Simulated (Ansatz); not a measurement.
Relaxation of a periodic cell of 41 atoms, Ba$_{9}$Ti$_{8}$O$_{24}$ (host BaTiO3, host structure Amm2, interstitial Ba), to a largest force component of 0.03 eV/Å in at most 60 steps.

Theory: DFT PBE, scalar-relativistic, plane waves, PAW in Ansatz 0.2.0. Settings: PAW set soft_1, cutoff 420 eV, k mesh 2x2x2, gaussian smearing 0.02 eV, no spin polarisation.

```xyz
41
Lattice="7.9682 0.0000 0.0000 0.0000 5.6741 5.6916 0.0000 -5.6741 5.6916" Properties=species:S:1:pos:R:3
Ba 0.000 0.000 0.000
Ti 1.992 0.000 2.891
O 0.000 0.000 2.801
O 1.992 -1.394 4.258
O 1.992 1.394 4.258
Ba 0.000 -2.837 2.846
Ti 1.992 -2.837 5.737
O 0.000 -2.837 5.647
O 1.992 -4.231 7.104
O 1.992 -1.443 7.104
Ba 0.000 2.837 2.846
Ti 1.992 2.837 5.737
O 0.000 2.837 5.647
O 1.992 1.443 7.104
O 1.992 4.231 7.104
Ba 0.000 0.000 5.692
Ti 1.992 0.000 8.582
O 0.000 0.000 8.492
O 1.992 -1.394 9.950
O 1.992 1.394 9.950
Ba 3.984 0.000 0.000
Ti 5.976 0.000 2.891
O 3.984 0.000 2.801
O 5.976 -1.394 4.258
O 5.976 1.394 4.258
Ba 3.984 -2.837 2.846
Ti 5.976 -2.837 5.737
O 3.984 -2.837 5.647
O 5.976 -4.231 7.104
O 5.976 -1.443 7.104
Ba 3.984 2.837 2.846
Ti 5.976 2.837 5.737
O 3.984 2.837 5.647
O 5.976 1.443 7.104
O 5.976 4.231 7.104
Ba 3.984 0.000 5.692
Ti 5.976 0.000 8.582
O 3.984 0.000 8.492
O 5.976 -1.394 9.950
O 5.976 1.394 9.950
Ba 0.006 -1.318 9.912
```

Where does it end, and by what steps?

It converged. Limits of this set-up: coarse k mesh, a small cell, in which the defect meets its images, a typed lattice constant that wasn't relaxed here. After 14 steps the energy has fallen by 28.043 eV; Ba11 moved furthest, 1.22 Å. The start is strongly strained (largest force component 38 eV/Å), so its close contacts needn't be bonds. Parted: Ba11–O13 (2.80 → 4.22 Å), Ba11–O18 (2.84 → 3.92 Å), Ba11–O19 (2.84 → 4.06 Å), Ba11–O39 (2.84 → 4.06 Å). Joined: Ti2–Ba41 (4.97 → 4.26 Å), Ba6–Ba11 (5.67 → 4.76 Å), Ba11–Ba21 (5.66 → 4.85 Å), Ti22–Ba41 (4.97 → 4.26 Å).

| step | energy less start (eV) | largest force component (eV/Å) | accepted |
| --- | --- | --- | --- |
| 0 | 0.0000 | 38.358 | yes |
| 1 | -13.1254 | 18.638 | yes |
| 2 | -23.0284 | 9.014 | yes |
| 3 | -26.4874 | 2.294 | yes |
| 4 | -27.2097 | 0.650 | yes |
| 5 | -27.5060 | 0.714 | yes |
| 6 | -27.7890 | 0.381 | yes |
| 7 | -27.9202 | 0.155 | yes |
| 8 | -28.0009 | 0.100 | yes |
| 9 | -28.0240 | 0.111 | yes |
| 10 | -28.0398 | 0.043 | yes |
| 11 | -28.0229 | 0.451 | no |
| 12 | -28.0413 | 0.056 | yes |
| 13 | -28.0406 | 0.086 | no |
| 14 | -28.0432 | 0.021 | yes |

```xyz
41
Lattice="7.9682 0.0000 0.0000 0.0000 5.6741 5.6916 0.0000 -5.6741 5.6916" Properties=species:S:1:pos:R:3
Ba 0.001 0.061 0.007
Ti 2.053 0.033 2.927
O 0.000 -0.142 2.794
O 2.043 -1.328 4.321
O 1.892 1.494 4.216
Ba 0.000 -2.797 2.879
Ti 2.082 -2.764 5.582
O 0.000 -2.794 5.418
O 2.141 -4.353 7.011
O 1.914 -1.441 7.195
Ba 0.001 2.098 1.879
Ti 2.086 2.867 5.888
O 0.000 2.861 6.029
O 2.048 1.403 7.116
O 2.094 4.211 7.202
Ba 0.000 0.036 5.731
Ti 2.053 0.067 8.539
O 0.000 0.199 8.619
O 2.143 -1.257 10.123
O 2.085 1.521 9.922
Ba 3.984 0.045 0.029
Ti 5.916 0.035 2.928
O 3.984 0.057 2.951
O 5.926 -1.328 4.321
O 6.076 1.494 4.215
Ba 3.984 -2.804 2.889
Ti 5.887 -2.764 5.582
O 3.984 -2.716 5.698
O 5.829 -4.353 7.011
O 6.054 -1.442 7.196
Ba 3.984 2.881 2.874
Ti 5.882 2.868 5.890
O 3.984 2.770 5.725
O 5.920 1.402 7.116
O 5.875 4.211 7.202
Ba 3.984 0.033 5.733
Ti 5.915 0.068 8.539
O 3.984 0.014 8.490
O 5.824 -1.256 10.124
O 5.883 1.521 9.922
Ba -0.002 -2.028 9.572
```

Whether the end is a true minimum wasn't checked by a vibrational analysis.

The run took 5.3 min on 4 threads of Arm Neoverse V1 (shared host), peak memory 2.7 GiB.
